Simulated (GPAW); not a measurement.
# Ti (Im-3m) in GPAW: a series of runs

One crystal, Ti, is run at these levels: PBE; tasks: single point.

Program: GPAW 26.7.0. These are calculated values, not measurements. Logs are shortened: lines on timing, memory, paths and dates and some standing lists are left out, and cuts for length are marked. The log counts tension as positive stress, the text compression.

### Step 1. The crystal as given

The structure is cubic, space group Im-3m (No. 229). The conventional cell has a = 3.282 Å, b = 3.282 Å, c = 3.282 Å, α = 90.00°, β = 90.00°, γ = 90.00°. Ti (site symmetry m-3m) has 8 Ti at 2.84 Å as nearest neighbours.

This isn't the form of Ti at room conditions, which is hcp.

### Step 2. Single point, PBE

run.py reads:

```python
from ase.dft.bandgap import bandgap
from ase.io import read, write
from ase.units import GPa
from gpaw import GPAW, PW

atoms = read('POSCAR')

calc = GPAW(mode=PW(300),
            xc='PBE',
            kpts={'size': (11, 11, 11), 'gamma': True},
            occupations={'name': 'fermi-dirac', 'width': 0.05},
            nbands=14,
            convergence={'density': 1e-05, 'energy': 1e-05},
            maxiter=80,
            txt='gpaw.txt')
atoms.calc = calc
energy = atoms.get_potential_energy()
forces = atoms.get_forces()
stress = atoms.get_stress()
calc.write('gs.gpw')
write('result.traj', atoms)
print(f'Energy: {energy:.6f} eV')
print('Forces (eV/A):')
print(forces.round(4))
print('Stress (GPa):', (stress / GPa).round(3))
print('Fermi level:', round(calc.get_fermi_level(), 4), 'eV')
print(f'Gap: {bandgap(calc)[0]:.4f} eV, direct: {bandgap(calc, direct=True)[0]:.4f} eV')
```

POSCAR reads:

```
Ti
1.0
   -1.6410000000      1.6410000000      1.6410000000
    1.6410000000     -1.6410000000      1.6410000000
    1.6410000000      1.6410000000     -1.6410000000
Ti
1
Direct
    0.0000000000      0.0000000000      0.0000000000
```

Potentials or basis: GPAW PAW data sets (gpaw-data 1.2.1), pw.

Launch:

```console
OMP_NUM_THREADS=1 python run.py
```

gpaw.txt:

```text
__  _  _
 | _ |_)|_||  |
 |__||  | ||/\| - 26.7.0

Input parameters:
  mode=PW(ecut=300.0),
  convergence={'density': 1e-05, 'energy': 1e-05},
  kpts=MonkhorstPack(size=(11, 11, 11), gamma=True),
  maxiter=80,
  nbands=14,
  occupations=Occupations(name='fermi-dirac', width=0.05),
  xc=XC(name='PBE')

Diagonalizing LCAO Hamiltonian
Converting LCAO to pw mode

       Ti

Atoms  # Å, Bohr magnetons
|   | symbol |        x |        y |        z |    initial magnetic moments |
|---|--------|----------|----------|----------|-----------------------------|
| 0 |     Ti | 0.000000 | 0.000000 | 0.000000 | ( 0.0000,  0.0000,  0.0000) |

Unit cell  # Å
| periodic |         x |         y |         z |  lengths |     angles |
|----------|-----------|-----------|-----------|----------|------------|
|      yes | -1.641000 |  1.641000 |  1.641000 | 2.842295 | 109.471221 |
|      yes |  1.641000 | -1.641000 |  1.641000 | 2.842295 | 109.471221 |
|      yes |  1.641000 |  1.641000 | -1.641000 | 2.842295 | 109.471221 |

Number of symmetries: 48
Symmetry operations  # r_c * U_cc + t_c -> r_c
|    | kind |            matrix            |
|----|------|------------------------------|
|  0 |  σ   |  1, 1, 1,  0, 0,-1,  0,-1, 0 |
|  1 |  C4  |  1, 1, 1,  0, 0,-1, -1, 0, 0 |
|  2 |  C2  |  1, 1, 1,  0,-1, 0,  0, 0,-1 |
|  3 |  S6  |  1, 1, 1,  0,-1, 0, -1, 0, 0 |
|  4 |  S6  |  1, 1, 1, -1, 0, 0,  0, 0,-1 |
|  5 |  C4  |  1, 1, 1, -1, 0, 0,  0,-1, 0 |
|  6 |  E   |  1, 0, 0,  0, 1, 0,  0, 0, 1 |
|  7 |  σ   |  1, 0, 0,  0, 1, 0, -1,-1,-1 |
|  8 |  σ   |  1, 0, 0,  0, 0, 1,  0, 1, 0 |
|  9 |  C3  |  1, 0, 0,  0, 0, 1, -1,-1,-1 |
| 10 |  C3  |  1, 0, 0, -1,-1,-1,  0, 1, 0 |
| 11 |  σ   |  1, 0, 0, -1,-1,-1,  0, 0, 1 |
| 12 |  σ   |  0, 1, 0,  1, 0, 0,  0, 0, 1 |
| 13 |  C2  |  0, 1, 0,  1, 0, 0, -1,-1,-1 |
| 14 |  C3  |  0, 1, 0,  0, 0, 1,  1, 0, 0 |
| 15 |  S4  |  0, 1, 0,  0, 0, 1, -1,-1,-1 |
| 16 |  S4  |  0, 1, 0, -1,-1,-1,  1, 0, 0 |
| 17 |  C3  |  0, 1, 0, -1,-1,-1,  0, 0, 1 |
| 18 |  C3  |  0, 0, 1,  1, 0, 0,  0, 1, 0 |
| 19 |  S4  |  0, 0, 1,  1, 0, 0, -1,-1,-1 |
| 20 |  σ   |  0, 0, 1,  0, 1, 0,  1, 0, 0 |
| 21 |  C3  |  0, 0, 1,  0, 1, 0, -1,-1,-1 |
| 22 |  C2  |  0, 0, 1, -1,-1,-1,  1, 0, 0 |
| 23 |  S4  |  0, 0, 1, -1,-1,-1,  0, 1, 0 |
| 24 |  C4  |  0, 0,-1,  1, 1, 1,  0,-1, 0 |
| 25 |  σ   |  0, 0,-1,  1, 1, 1, -1, 0, 0 |
| 26 |  S6  |  0, 0,-1,  0,-1, 0,  1, 1, 1 |
| 27 |  C2  |  0, 0,-1,  0,-1, 0, -1, 0, 0 |
| 28 |  C4  |  0, 0,-1, -1, 0, 0,  1, 1, 1 |
| 29 |  S6  |  0, 0,-1, -1, 0, 0,  0,-1, 0 |
| 30 |  S6  |  0,-1, 0,  1, 1, 1,  0, 0,-1 |
| 31 |  C4  |  0,-1, 0,  1, 1, 1, -1, 0, 0 |
| 32 |  C4  |  0,-1, 0,  0, 0,-1,  1, 1, 1 |
| 33 |  S6  |  0,-1, 0,  0, 0,-1, -1, 0, 0 |
| 34 |  σ   |  0,-1, 0, -1, 0, 0,  1, 1, 1 |
| 35 |  C2  |  0,-1, 0, -1, 0, 0,  0, 0,-1 |
| 36 |  C2  | -1, 0, 0,  1, 1, 1,  0, 0,-1 |
| 37 |  S6  | -1, 0, 0,  1, 1, 1,  0,-1, 0 |
| 38 |  S6  | -1, 0, 0,  0, 0,-1,  1, 1, 1 |
| 39 |  C2  | -1, 0, 0,  0, 0,-1,  0,-1, 0 |
| 40 |  C2  | -1, 0, 0,  0,-1, 0,  1, 1, 1 |
| 41 |  i   | -1, 0, 0,  0,-1, 0,  0, 0,-1 |
| 42 |  S4  | -1,-1,-1,  1, 0, 0,  0, 1, 0 |
| 43 |  C3  | -1,-1,-1,  1, 0, 0,  0, 0, 1 |
| 44 |  C3  | -1,-1,-1,  0, 1, 0,  1, 0, 0 |
| 45 |  σ   | -1,-1,-1,  0, 1, 0,  0, 0, 1 |
| 46 |  S4  | -1,-1,-1,  0, 0, 1,  1, 0, 0 |
| 47 |  C2  | -1,-1,-1,  0, 0, 1,  0, 1, 0 |

BZ-sampling:
  Number of BZ points: 1331
  Number of IBZ points: 56

  Monkhorst-Pack size: [11, 11, 11]
  Monkhorst-Pack shift: [0, 0, 0]

K-points  # in reciprocal-cell coordinates
|     |                                coordinates |     weight |
|-----|--------------------------------------------|------------|
|   0 | (  0.00000000,   0.00000000,   0.00000000) | 0.00075131 |
|   1 | (  0.09090909,   0.00000000,   0.00000000) | 0.00901578 |
|   2 | (  0.09090909,   0.09090909,  -0.09090909) | 0.00450789 |
|   3 | (  0.18181818,   0.00000000,  -0.09090909) | 0.01803156 |
|   4 | (  0.18181818,   0.00000000,   0.00000000) | 0.00901578 |
|   5 | (  0.18181818,   0.09090909,  -0.09090909) | 0.01803156 |
|   6 | (  0.18181818,   0.18181818,  -0.18181818) | 0.00450789 |
|   7 | (  0.27272727,  -0.09090909,  -0.09090909) | 0.00601052 |
|   8 | (  0.27272727,   0.00000000,  -0.09090909) | 0.03606311 |
|   9 | (  0.27272727,   0.00000000,   0.00000000) | 0.00901578 |
| ... |                                            |            |
|  55 | (  0.45454545,   0.45454545,   0.45454545) | 0.00601052 |

Plane wave coefficients: 228
Cutoff: 300.0 eV

Spin-components: 1 (collinear spins)
Bands:           14
Projectors:      6
Spin-degeneracy: 2
Datatype:        complex128

Parallelization:
  kpt:    1
  domain: 1
  band:   1

Density:
  Valence electrons: 12.0
  Components: 1
  Grid points: [12 12 12]
  Charge: 0.0  # |e|

Potential:
  Grid points: [12 12 12]

species:
  Ti:
    name:    Titanium
    Z:       22.0
    valence: 12
    core:    10
    charge:  0.0  # [|e|]
    compensation charges:
      type: gauss
      rc: 0.38  # [Å]
      lmax: 2
    cutoffs:
      filter: 2.23  # [Å]
      core: 1.02  # [Å]
    projectors
    | kind |    occ | energy [eV] | rcut [Å] |
    |------|--------|-------------|----------|
    |   3s |  2.000 |     -62.623 |    1.270 |
    |   4s |  2.000 |      -4.466 |    1.270 |
    |   3p |  6.000 |     -38.862 |    1.058 |
    |   4p |  0.000 |      -1.466 |    1.058 |
    |   3d |  2.000 |      -4.258 |    1.058 |
    |    d |        |      22.953 |    1.058 |

    Using partial waves for Ti as LCAO basis

Reference energy: -23224.014282  # eV

eigensolver:
  PPCG
  Converge bands: occupied
  niter=2

density mixing:
  MSR1-Mixer
  Pratt-step length: 0.05
  Maximum mixing coefficient: 0.75
  Old densities: 10
  SVD Regularization: 0.005
  Good broyden scale: 1.0
  Trust region scale: 1.0
  Backstep threshold: 4.0
  History deletion threshold: 6.0
  Fourier metric: weight=20.0, sigma=0.015

occupation numbers:
  Fermi-Dirac:
    width: 0.0500  # eV

poisson solver:
  ecut: 2400.0  # eV

xc functional:
  name: PBE with 2 nearest neighbor stencil

convergence criteria:
- Maximum integral of absolute [dens]ity change: 1e-05 electrons / valence electron
- Maximum [total energy] change in last 3 cyles: 1e-05 eV / valence electron
- Maximum integral of absolute [eigenst]ate change: 4e-08 eV^2 / valence electron
maximum number of iterations: 80

SCF iterations
|iter     | |      energy | eigst |  dens |
|---------|-|-------------|-------|-------|
|iter:   1| |   -6.522285 | -0.22 |       |
|iter:   2| |   -6.463557 | -3.15 | -1.23 |
|iter:   3| |   -6.280132 | -1.94 | -1.28 |
|iter:   4| |   -6.281354 | -4.22 | -2.04 |
|iter:   5| |   -6.282048 | -4.42 | -2.33 |
|iter:   6| |   -6.282052 | -6.74 | -3.64 |
|iter:   7| |   -6.282052c| -7.21 | -3.99 |
|iter:   8| |   -6.282052c| -8.72c| -5.28c|

Converged in 8 steps
Energy contributions relative to reference atoms: (reference = -23224.014282)

Energy contributions:
  Kinetic:          -3.778091
  Coulomb:           2.677213
  Zero:              0.824888
  External:          0.000000
  Xc:               -5.994670
  Entropy:          -0.022784
  Spinorbit:         0.000000
  ----------------------------
  Free energy:      -6.293444
  Extrapolated:     -6.282052

dipole moment: (-5.243857, -5.243857, -5.243857)  # |e|*Ang

Fermi level: 8.107
Eigenvalues  # (at kpt = [0.000, 0.000, 0.000])
| band index |      eig [eV] | occ [0-2] |
|------------|---------------|-----------|
|          0 |       -48.435 |     2.000 |
|          1 |       -24.320 |     2.000 |
|          2 |       -24.320 |     2.000 |
|          3 |       -24.320 |     2.000 |
|          4 |         2.195 |     2.000 |
|          5 |         9.100 |     0.000 |
|          6 |         9.100 |     0.000 |
|          7 |         9.100 |     0.000 |
|          8 |        10.828 |     0.000 |
|          9 |        10.828 |     0.000 |
|         10 |        25.413 |     0.000 |
|         11 |        25.413 |     0.000 |
|         12 |        25.413 |     0.000 |
|         13 |        31.183 |     0.000 |

No gap
No difference between direct/indirect transitions

Forces  # eV/Ang
|       x |       y |       z |
|---------|---------|---------|
| 0.00000 | 0.00000 | 0.00000 |  # Ti   0

Stress tensor  # eV/Ang^3
|         x |        y |         z |
|-----------|----------|-----------|
|  0.045014 | 0.000000 | -0.000000 |
|  0.000000 | 0.045014 |  0.000000 |
| -0.000000 | 0.000000 |  0.045014 |

# Writing to gs.gpw (mode='')
```

Wall time 4.2 s (1 thread of Intel Xeon Platinum 8488C (Sapphire Rapids), shared host); peak memory 0.12 GiB.

The run converged, but some of its settings lie outside the range that counts as converged, so its numbers aren't taken as properties of the crystal.

Results:

| Quantity | Value |
| --- | --- |
| Free energy | -6.2934 eV |
| Pressure | -7.2 GPa |
| Band gap on the k mesh | none (metal or under the smearing width) |

Caveat: the cutoff is short for stress and forces, so pressures can be off by a GPa or more.

[end of part 1 of 2]
